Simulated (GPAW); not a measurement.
Crystal: BaTiO3.

```
Ba Ti O
1.0
     3.99980    0.00000    0.00000
     0.00000    3.99980    0.00000
     0.00000    0.00000    4.01800
Ba Ti O
1 1 3
Direct
  0.00000 0.00000 0.00000
  0.50000 0.50000 0.49000
  0.00000 0.50000 0.51700
  0.50000 0.00000 0.51700
  0.50000 0.50000 0.01900
```

Base run:

| Quantity | Value |
| --- | --- |
| Program | GPAW 26.7.0 |
| Functional | LDA |
| Potentials or basis | the program's PAW data sets (release 1.2.1) made for this functional |
| Cutoff | 800 eV |
| Basis | pw |
| k mesh | 4 × 4 × 4 |
| Occupations | fermi-dirac, width 0.05 eV |
| Spin | spin-orbit coupling, no magnetisation |

Its results: band gap on the k mesh 1.71 eV, indirect (least direct gap 1.94 eV); pressure -7.2 GPa; largest force 0.419 eV/Å.

Q: The run is repeated on the same cell with these changes: functional from LDA to WC; potentials or basis from the program's PAW data sets (release 1.2.1) made for this functional to PAW data sets generated in the run's folder for this functional. What comes out?

A: Band gap on the k mesh 1.75 eV, indirect (least direct gap 1.98 eV); pressure -2.3 GPa; largest force 0.314 eV/Å.

Caveats: spin-orbit coupling was added after a scalar SCF, so levels and gaps hold it while energy, forces, pressure and moments don't; this program's spin-orbit splittings come out too wide for heavy elements.

Not every run made on this cell is shown here.
